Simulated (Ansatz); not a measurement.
# Dielectric response of CdS (110) films, part 2 of 3

Wanted: ε of zincblende CdS (110) by finite fields on slabs, and the band edges against the vacuum where run.

Ansatz 0.2.0; plane-wave DFT, PBEsol, Ansatz PAW.

So far, gap on the k-mesh (eV): 1.54 in steps 2, 4, 5, 7 and 8.

### Step 10. Relaxing the film, 16 atoms, units 8

This step: plane-wave DFT, PBEsol, Ansatz PAW (Ansatz 0.2.0).

System of this step: CdS (110), 8 units. The cell holds 16 atoms: 8 Cd and 8 S. Its edges and angles: a = 4.115 Å, b = 5.820 Å, c = 32.404 Å, α = 90.0°, β = 90.0°, γ = 90.0°. It derives from CdS (zincblende CdS). Vacuum lies along c.

The next thickness, treated alike, so that differences show the interior and the faces cancel.

File input.yaml:

```yaml
crystal:
  lattice:
    - [4.11536147, 0.0, 0.0]
    - [0.0, 5.82, 0.0]
    - [0.0, 0.0, 32.4037651328]
  atoms:
    - { symbol: Cd, position: [0.5, 0.5, 0.2777455016] }
    - { symbol: S, position: [0.0, 0.75, 0.2777455016] }
    - { symbol: Cd, position: [0.0, 0.0, 0.3412467868] }
    - { symbol: S, position: [0.5, 0.25, 0.3412467868] }
    - { symbol: Cd, position: [0.5, 0.5, 0.4047480721] }
    - { symbol: S, position: [0.0, 0.75, 0.4047480721] }
    - { symbol: Cd, position: [0.0, 0.0, 0.4682493574] }
    - { symbol: S, position: [0.5, 0.25, 0.4682493574] }
    - { symbol: Cd, position: [0.5, 0.5, 0.5317506426] }
    - { symbol: S, position: [0.0, 0.75, 0.5317506426] }
    - { symbol: Cd, position: [0.0, 0.0, 0.5952519279] }
    - { symbol: S, position: [0.5, 0.25, 0.5952519279] }
    - { symbol: Cd, position: [0.5, 0.5, 0.6587532132] }
    - { symbol: S, position: [0.0, 0.75, 0.6587532132] }
    - { symbol: Cd, position: [0.0, 0.0, 0.7222544984] }
    - { symbol: S, position: [0.5, 0.25, 0.7222544984] }
kpoints:
  mp_grid: { grid: [6, 6, 1] }
hamiltonian:
  xc: pbesol
scf:
  occupations: { method: fixed }
  convergence: { dr2_threshold: 1.0e-09 }
efield:
  axis: 3
  dipole_correction: true
  ramp_position: 0.97
  ramp_width: 0.06
relax:
  f_tol: 0.003
  max_steps: 100
output:
  write_potential: true
  write_density: true
  volumetric_format: npy
```

Launch:

```sh
$ ansatz run input.yaml --threads 4 --pin off --max-ram 12288MiB --backend cpu --events-out ev --progress --plain --runs-dir out
```

It took 5.2 min on 4 threads of Arm Neoverse V1, shared host; peak memory 2.4 GiB.

The steps of the relaxation:

```
step  energy less that of the first step (eV)  largest force component (eV/Å)
   1                                   0.0000                          0.9687
   2                                  -0.5185                          0.5648
   3                                  -0.7491                          0.2565
   4                                  -0.8079                          0.0605
   5                                  -0.8111                          0.0308
   6                                  -0.8122                          0.0192
   7                                  -0.8123                          0.0023
```

Forces are held to the 2 operations that the run works with; a distortion that breaks them can't arise in this run.

The atoms that moved most (Å):

```csv
atom,dx,dy,dz,length
Cd1,0.000,0.334,0.469,0.576
Cd15,0.000,0.334,-0.469,0.576
S2,0.000,0.036,-0.172,0.176
S16,0.000,0.036,0.172,0.176
Cd13,0.000,-0.071,0.124,0.143
Cd3,0.000,-0.071,-0.124,0.143
S14,0.000,-0.070,-0.041,0.081
S4,0.000,-0.070,0.041,0.081
```

The relaxation took 7 steps and lowered the energy by 0.81 eV; the largest force on the free atoms ends at 0.0023 eV/Å.

The gap is 1.36 eV, with the valence edge 5.98 eV and the conduction edge 4.62 eV under the upper vacuum level.

### Step 11. The relaxed film, single point, 16 atoms, units 8

File input.yaml:

```yaml
crystal:
  lattice:
    - [4.11536147, 0.0, 0.0]
    - [0.0, 5.82, 0.0]
    - [0.0, 0.0, 32.4037651328]
  atoms:
    - { symbol: Cd, position: [0.5, 0.5574221317, 0.2922235427] }
    - { symbol: S, position: [0.0, 0.7561686102, 0.2724382272] }
    - { symbol: Cd, position: [0.0, -0.0122327101, 0.3374282052] }
    - { symbol: S, position: [0.5, 0.2379698486, 0.342498848] }
    - { symbol: Cd, position: [0.5, 0.4906901416, 0.4064093882] }
    - { symbol: S, position: [0.0, 0.7422297402, 0.4031273305] }
    - { symbol: Cd, position: [0.0, -0.0113538261, 0.4669144007] }
    - { symbol: S, position: [0.5, 0.2391060699, 0.4692153368] }
    - { symbol: Cd, position: [0.5, 0.4886461755, 0.5330855999] }
    - { symbol: S, position: [0.0, 0.7391060713, 0.5307846622] }
    - { symbol: Cd, position: [0.0, -0.0093098496, 0.5935906119] }
    - { symbol: S, position: [0.5, 0.2422297481, 0.5968726687] }
    - { symbol: Cd, position: [0.5, 0.4877672861, 0.6625717992] }
    - { symbol: S, position: [0.0, 0.7379698452, 0.6575011477] }
    - { symbol: Cd, position: [0.0, 0.0574221203, 0.7077764587] }
    - { symbol: S, position: [0.5, 0.2561685971, 0.7275617723] }
kpoints:
  mp_grid: { grid: [6, 6, 1] }
hamiltonian:
  xc: pbesol
scf:
  occupations: { method: fixed }
  convergence: { dr2_threshold: 1.0e-09 }
efield:
  axis: 3
  dipole_correction: true
  ramp_position: 0.97
  ramp_width: 0.06
output:
  eigenvalues: true
  write_potential: true
  write_density: true
  volumetric_format: npy
  elf: true
```

Elapsed: 79 s, on 4 threads; peak memory 2.9 GiB.

The gap is 1.36 eV, with the valence edge 5.98 eV and the conduction edge 4.62 eV under the upper vacuum level.

### Step 12. Atoms held, 16 atoms, units 8, field 0.05 V/Å

input.yaml, as its differences from that of step 11:

```diff
@@ -28,3 +28,3 @@
   occupations: { method: fixed }
-  convergence: { dr2_threshold: 1.0e-09 }
+  convergence: { dr2_threshold: 1.0e-10 }
 efield:
@@ -34,4 +34,4 @@
   ramp_width: 0.06
+  amplitude: 0.05
 output:
-  eigenvalues: true
   write_potential: true
@@ -39,2 +39 @@
   volumetric_format: npy
-  elf: true
```

It took 91 s on 4 threads; peak memory 2.9 GiB.

The dipole is 0.0935 e·Å, and the gap on the mesh 1.332 eV.

### Step 13. Single point, 16 atoms, units 8, field -0.05 V/Å

input.yaml, as its differences from that of step 12:

```diff
@@ -34,3 +34,3 @@
   ramp_width: 0.06
-  amplitude: 0.05
+  amplitude: -0.05
 output:
```

It took 88 s on 4 threads; peak memory 2.9 GiB.

The dipole is -0.0935 e·Å, and the gap on the mesh 1.332 eV.

### Step 14. Response with the atoms held, 16 atoms, units 8

This step: plane-wave DFT, PBEsol, Ansatz PAW; response to a field along the normal, atoms held (Ansatz 0.2.0).

Local field over the applied field, running mean. From the potentials at -0.05 and 0.05 V/Å; running mean over 2.058 Å, taken twice. Local field over applied field against z:

| z (Å) | local field over applied field |
| --- | --- |
| 4.0 | 0.999 |
| 4.5 | 0.998 |
| 5.0 | 0.995 |
| 5.5 | 0.985 |
| 6.0 | 0.960 |
| 6.5 | 0.907 |
| 7.0 | 0.816 |
| 7.5 | 0.689 |
| 8.0 | 0.539 |
| 8.5 | 0.393 |
| 9.0 | 0.275 |
| 9.5 | 0.196 |
| 10.0 | 0.159 |
| 10.5 | 0.150 |
| 11.0 | 0.153 |
| 11.5 | 0.158 |
| 12.0 | 0.160 |
| 12.5 | 0.159 |
| 13.0 | 0.157 |
| 13.5 | 0.157 |
| 14.0 | 0.157 |
| 14.5 | 0.158 |
| 15.0 | 0.158 |
| 15.5 | 0.158 |
| 16.0 | 0.158 |
| 16.5 | 0.158 |
| 17.0 | 0.158 |
| 17.5 | 0.158 |
| 18.0 | 0.158 |
| 18.5 | 0.157 |
| 19.0 | 0.157 |
| 19.5 | 0.158 |
| 20.0 | 0.159 |
| 20.5 | 0.160 |
| 21.0 | 0.157 |
| 21.5 | 0.152 |
| 22.0 | 0.150 |
| 22.5 | 0.164 |
| 23.0 | 0.208 |
| 23.5 | 0.295 |
| 24.0 | 0.420 |
| 24.5 | 0.569 |
| 25.0 | 0.716 |
| 25.5 | 0.837 |
| 26.0 | 0.920 |
| 26.5 | 0.967 |
| 27.0 | 0.988 |
| 27.5 | 0.996 |
| 28.0 | 0.999 |

The induced dipole is that of a conductor 14.13 Å thick.

### Step 15. Relaxation, 24 atoms, units 12

This step: plane-wave DFT, PBEsol, Ansatz PAW (Ansatz 0.2.0).

System of this step: CdS (110), 12 units. The cell holds 24 atoms: 12 Cd and 12 S. Cell: a = 4.115 Å, b = 5.820 Å, c = 40.634 Å, α = 90.0°, β = 90.0°, γ = 90.0°. It derives from CdS (zincblende CdS). Vacuum lies along c.

File input.yaml:

```yaml
crystal:
  lattice:
    - [4.11536147, 0.0, 0.0]
    - [0.0, 5.82, 0.0]
    - [0.0, 0.0, 40.6344880658]
  atoms:
    - { symbol: Cd, position: [0.5, 0.5, 0.2214867328] }
    - { symbol: S, position: [0.0, 0.75, 0.2214867328] }
    - { symbol: Cd, position: [0.0, 0.0, 0.2721255086] }
    - { symbol: S, position: [0.5, 0.25, 0.2721255086] }
    - { symbol: Cd, position: [0.5, 0.5, 0.3227642845] }
    - { symbol: S, position: [0.0, 0.75, 0.3227642845] }
    - { symbol: Cd, position: [0.0, 0.0, 0.3734030604] }
    - { symbol: S, position: [0.5, 0.25, 0.3734030604] }
    - { symbol: Cd, position: [0.5, 0.5, 0.4240418362] }
    - { symbol: S, position: [0.0, 0.75, 0.4240418362] }
    - { symbol: Cd, position: [0.0, 0.0, 0.4746806121] }
    - { symbol: S, position: [0.5, 0.25, 0.4746806121] }
    - { symbol: Cd, position: [0.5, 0.5, 0.5253193879] }
    - { symbol: S, position: [0.0, 0.75, 0.5253193879] }
    - { symbol: Cd, position: [0.0, 0.0, 0.5759581638] }
    - { symbol: S, position: [0.5, 0.25, 0.5759581638] }
    - { symbol: Cd, position: [0.5, 0.5, 0.6265969396] }
    - { symbol: S, position: [0.0, 0.75, 0.6265969396] }
    - { symbol: Cd, position: [0.0, 0.0, 0.6772357155] }
    - { symbol: S, position: [0.5, 0.25, 0.6772357155] }
    - { symbol: Cd, position: [0.5, 0.5, 0.7278744914] }
    - { symbol: S, position: [0.0, 0.75, 0.7278744914] }
    - { symbol: Cd, position: [0.0, 0.0, 0.7785132672] }
    - { symbol: S, position: [0.5, 0.25, 0.7785132672] }
kpoints:
  mp_grid: { grid: [6, 6, 1] }
hamiltonian:
  xc: pbesol
scf:
  occupations: { method: fixed }
  convergence: { dr2_threshold: 1.0e-09 }
efield:
  axis: 3
  dipole_correction: true
  ramp_position: 0.97
  ramp_width: 0.06
relax:
  f_tol: 0.003
  max_steps: 100
output:
  write_potential: true
  write_density: true
  volumetric_format: npy
```

Wall time 11 min (4 threads); peak memory 4.2 GiB.

The steps of the relaxation:

```
step  energy less that of the first step (eV)  largest force component (eV/Å)
   1                                   0.0000                          0.9695
   2                                  -0.5188                          0.5650
   3                                  -0.7501                          0.2545
   4                                  -0.8074                          0.0561
   5                                  -0.8101                          0.0247
   6                                  -0.8108                          0.0182
   7                                  -0.8110                          0.0023
```

The run keeps the 2 symmetry operations that it works with, so distortions that break them were not tested.

The atoms that moved most (Å):

```csv
atom,dx,dy,dz,length
Cd1,0.000,0.355,0.459,0.580
Cd23,0.000,0.355,-0.459,0.580
S2,0.000,0.058,-0.177,0.187
S24,0.000,0.058,0.177,0.187
Cd21,0.000,-0.053,0.126,0.137
Cd3,0.000,-0.053,-0.126,0.137
Cd17,0.000,-0.050,0.037,0.062
Cd7,0.000,-0.050,-0.037,0.062
```

Running mean over 2.058 Å of the planar mean; the ramp of the sawtooth is left out. The electron's electrostatic potential energy less the highest filled level by z:

```
z (Å)  electron's electrostatic potential energy less the highest filled level (eV)
    4                                                                          5.98
    6                                                                          5.97
    8                                                                          2.88
   10                                                                         -2.06
   12                                                                         -1.12
   14                                                                         -1.32
   16                                                                         -1.24
   18                                                                         -1.29
   20                                                                         -1.26
   22                                                                         -1.29
   24                                                                         -1.24
   26                                                                         -1.33
   28                                                                         -1.12
   30                                                                         -2.18
   32                                                                         0.429
   34                                                                          5.88
   36                                                                          5.98
```

The relaxation took 7 steps and lowered the energy by 0.81 eV; the largest force on the free atoms ends at 0.0023 eV/Å.

The gap is 1.23 eV, with the valence edge 5.98 eV and the conduction edge 4.75 eV under the upper vacuum level.

### Step 16. The series together

Times are for 4 threads of Arm Neoverse V1, shared host. The runs compared:

```
no.  units  gap by band count (eV)  ionisation energy, upper face (eV)  electron affinity, upper face (eV)     time  memory (GiB)
  1      5                   1.543                               5.947                               4.404  1.9 min           1.5
  2      8                   1.356                               5.981                               4.625  5.2 min           2.4
  3     12                   1.226                               5.981                               4.755   11 min           4.2
```

The runs together. Table of valence density, planar mean by z:

| z (Å) | 5 (e/Å³) | 8 (e/Å³) | 12 (e/Å³) |
| --- | --- | --- | --- |
| 5.5 | 4.6e-5 | 4.9e-5 | 4.9e-5 |
| 6.0 | 2.0e-4 | 2.1e-4 | 2.2e-4 |
| 6.5 | 9.2e-4 | 9.7e-4 | 9.9e-4 |
| 7.0 | 0.00416 | 0.00439 | 0.00447 |
| 7.5 | 0.0196 | 0.0207 | 0.0210 |
| 8.0 | 0.0799 | 0.0826 | 0.0836 |
| 8.5 | 0.201 | 0.199 | 0.201 |
| 9.0 | 0.551 | 0.533 | 0.541 |
| 9.5 | 0.973 | 0.964 | 0.966 |
| 10.0 | 0.402 | 0.430 | 0.423 |
| 10.5 | 0.525 | 0.579 | 0.583 |
| 11.0 | 1.01 | 0.995 | 0.985 |
| 11.5 | 0.454 | 0.416 | 0.417 |
| 12.0 | 0.169 | 0.169 | 0.171 |
| 12.5 | 0.347 | 0.314 | 0.327 |
| 13.0 | 0.970 | 0.921 | 0.935 |
| 13.5 | 0.638 | 0.710 | 0.690 |
| 14.0 | 0.185 | 0.200 | 0.196 |
| 14.5 | 0.254 | 0.333 | 0.331 |
| 15.0 | 0.829 | 0.957 | 0.949 |
| 15.5 | 0.849 | 0.667 | 0.673 |
| 16.0 | 0.317 | 0.205 | 0.205 |
| 16.5 | 0.735 | 0.247 | 0.259 |
| 17.0 | 0.855 | 0.794 | 0.837 |
| 17.5 | 0.288 | 0.855 | 0.822 |
| 18.0 | 0.133 | 0.262 | 0.241 |
| 18.5 | 0.0382 | 0.247 | 0.230 |
| 19.0 | 0.00861 | 0.836 | 0.790 |
| 19.5 | 0.00185 | 0.804 | 0.854 |
| 20.0 | 4.1e-4 | 0.254 | 0.270 |
| 20.5 | 9.3e-5 | 0.185 | 0.205 |
| 21.0 | 2.1e-5 | 0.534 | 0.677 |
| 21.5 | 4.9e-6 | 1.00 | 0.940 |
| 22.0 | 1.2e-6 | 0.461 | 0.319 |
| 22.5 | 0 | 0.532 | 0.190 |
| 23.0 | 0 | 0.969 | 0.628 |
| 23.5 | 0 | 0.419 | 0.965 |
| 24.0 | 0 | 0.175 | 0.368 |
| 24.5 | 0 | 0.0640 | 0.176 |
| 25.0 | 0 | 0.0152 | 0.494 |
| 25.5 | 0 | 0.00320 | 1.01 |
| 26.0 | 0 | 7.2e-4 | 0.476 |

### Step 17. The relaxed film, single point, 24 atoms, units 12

File input.yaml:

```yaml
crystal:
  lattice:
    - [4.11536147, 0.0, 0.0]
    - [0.0, 5.82, 0.0]
    - [0.0, 0.0, 40.6344880658]
  atoms:
    - { symbol: Cd, position: [0.5, 0.5609365293, 0.2327895318] }
    - { symbol: S, position: [0.0, 0.7599804898, 0.217124844] }
    - { symbol: Cd, position: [0.0, -0.0090462598, 0.2690248149] }
    - { symbol: S, position: [0.5, 0.2413308404, 0.2728507504] }
    - { symbol: Cd, position: [0.5, 0.4942377014, 0.32374222] }
    - { symbol: S, position: [0.0, 0.7459015616, 0.3214509687] }
    - { symbol: Cd, position: [0.0, -0.0085866037, 0.372493539] }
    - { symbol: S, position: [0.5, 0.2420953136, 0.3737595565] }
    - { symbol: Cd, position: [0.5, 0.493445739, 0.4243363277] }
    - { symbol: S, position: [0.0, 0.7437009936, 0.4235916771] }
    - { symbol: Cd, position: [0.0, -0.0071675759, 0.4743384325] }
    - { symbol: S, position: [0.5, 0.2431721666, 0.4748944152] }
    - { symbol: Cd, position: [0.5, 0.492832377, 0.5256615762] }
    - { symbol: S, position: [0.0, 0.7431721212, 0.5251055701] }
    - { symbol: Cd, position: [0.0, -0.0065543871, 0.5756636791] }
    - { symbol: S, position: [0.5, 0.2437008736, 0.5764083117] }
    - { symbol: Cd, position: [0.5, 0.4914132225, 0.6275064649] }
    - { symbol: S, position: [0.0, 0.7420951447, 0.6262404379] }
    - { symbol: Cd, position: [0.0, -0.005762491, 0.6762577819] }
    - { symbol: S, position: [0.5, 0.2459013764, 0.6785490308] }
    - { symbol: Cd, position: [0.5, 0.4909535535, 0.7309751875] }
    - { symbol: S, position: [0.0, 0.7413306584, 0.7271492516] }
    - { symbol: Cd, position: [0.0, 0.0609363464, 0.7672104715] }
    - { symbol: S, position: [0.5, 0.2599803085, 0.782875159] }
kpoints:
  mp_grid: { grid: [6, 6, 1] }
hamiltonian:
  xc: pbesol
scf:
  occupations: { method: fixed }
  convergence: { dr2_threshold: 1.0e-09 }
efield:
  axis: 3
  dipole_correction: true
  ramp_position: 0.97
  ramp_width: 0.06
output:
  eigenvalues: true
  dos: { projected: true, e_range: [-7, 7] }
  write_potential: true
  write_density: true
  volumetric_format: npy
checkpoint:
  write: end12.run
  compress: false
  write_wavefunctions: false
```

The job ended after 2.8 min (4 threads; peak memory 5.1 GiB).

Running mean over 2.058 Å of the planar mean; the ramp of the sawtooth is left out. Electron's electrostatic potential energy less the highest filled level against z:

```csv
z (Å),electron's electrostatic potential energy less the highest filled level (eV)
4,5.98
5,5.98
6,5.97
7,5.66
8,2.88
9,-0.549
10,-2.06
11,-1.85
12,-1.12
13,-1.20
14,-1.32
15,-1.33
16,-1.24
17,-1.25
18,-1.29
19,-1.29
20,-1.26
21,-1.27
22,-1.29
23,-1.29
24,-1.24
25,-1.26
26,-1.33
27,-1.30
28,-1.12
29,-1.25
30,-2.18
31,-1.65
32,0.429
33,4.28
34,5.88
35,5.98
36,5.98
37,5.98
```

The gap is 1.23 eV, with the valence edge 5.98 eV and the conduction edge 4.75 eV under the upper vacuum level.

### Step 18. Atoms held, 24 atoms, units 12, field 0.05 V/Å

input.yaml, as its differences from that of step 17:

```diff
@@ -36,3 +36,3 @@
   occupations: { method: fixed }
-  convergence: { dr2_threshold: 1.0e-09 }
+  convergence: { dr2_threshold: 1.0e-10 }
 efield:
@@ -42,5 +42,4 @@
   ramp_width: 0.06
+  amplitude: 0.05
 output:
-  eigenvalues: true
-  dos: { projected: true, e_range: [-7, 7] }
   write_potential: true
@@ -48,5 +47 @@
   volumetric_format: npy
-checkpoint:
-  write: end12.run
-  compress: false
-  write_wavefunctions: false
```

Run time: 3.1 min. Hardware: 4 threads; peak memory 5 GiB; 12 min of CPU time.

The dipole is 0.140 e·Å, and the gap on the mesh 1.164 eV.

### Step 19. Atoms held, 24 atoms, units 12, field -0.05 V/Å

input.yaml, as its differences from that of step 18:

```diff
@@ -42,3 +42,3 @@
   ramp_width: 0.06
-  amplitude: 0.05
+  amplitude: -0.05
 output:
```

Wall time 3.1 min (4 threads); peak memory 5 GiB; 12 min of CPU time.

The dipole is -0.140 e·Å, and the gap on the mesh 1.164 eV.

### Step 20. Response with the atoms held, 24 atoms, units 12

This step: plane-wave DFT, PBEsol, Ansatz PAW; response to a field along the normal, atoms held (Ansatz 0.2.0).

Local field over the applied field, running mean. From the potentials at -0.05 and 0.05 V/Å; running mean over 2.058 Å, taken twice. Table of local field over applied field by z:

| z (Å) | local field over applied field |
| --- | --- |
| 4 | 0.999 |
| 6 | 0.959 |
| 8 | 0.537 |
| 10 | 0.158 |
| 12 | 0.159 |
| 14 | 0.156 |
| 16 | 0.156 |
| 18 | 0.156 |
| 20 | 0.155 |
| 22 | 0.156 |
| 24 | 0.156 |
| 26 | 0.157 |
| 28 | 0.158 |
| 30 | 0.149 |
| 32 | 0.356 |
| 34 | 0.885 |
| 36 | 0.998 |

The induced dipole is that of a conductor 21.10 Å thick.

(Part 2 of 3 ends here.)

[Logs are printed without paths, hosts, clocks, repeated set-up lines and the standing remarks that a program may print on its own settings, such as how far it seeks lower states.]

[Hosts, paths, dates, database ids (printed as entryN), source tags and the programs' standing remarks are cut or masked in the printed files.]

[Maps of the electrostatic potential energy from Ansatz leave out the sawtooth potential of an applied field or a dipole correction, so their vacuum need not be flat; planar profiles and work functions include it.]
